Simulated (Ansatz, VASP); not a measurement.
## Ge: VASP beside Ansatz

```
Ge
1.0
     3.99000    0.00000    0.00000
    -1.99500    3.45544    0.00000
     0.00000    0.00000    6.58000
Ge
4
Direct
  0.33333 0.66667 0.99985
  0.66667 0.33333 0.49985
  0.33333 0.66667 0.37415
  0.66667 0.33333 0.87415
```

Alike in both runs: functional PBEsol; k mesh 12 × 12 × 6; occupations gaussian, width 0.1 eV; no spin polarisation.

Ansatz relaxed the structure, and its values are those at the end. VASP's run is a single point on that final structure, the one shown.

|  | VASP | Ansatz |
| --- | --- | --- |
| version | VASP 6.6.1 | Ansatz 0.2.0 |
| potentials or method | VASP PAW PBE potentials, release 64 (Ge_d) | scalar-relativistic, plane waves, PAW |
| plane-wave cutoff (eV) | 520 | 420 |
| valence electrons in the cell | 56 | 56 |

```tsv
	VASP	Ansatz	Ansatz less VASP
gap on the k mesh at the Fermi level (eV)	none	none	-
pressure (GPa)	0.3	0.4	+0.12
```

A gap of «none» marks a metal or a gap that the smearing closes. With one functional, cell and mesh, what is left measures potentials, basis and numerics. Ansatz warned: «stress_scf_threshold_loose».

Caveats: the PAW data sets were made with another functional, which shifts forces and pressure a little (VASP).
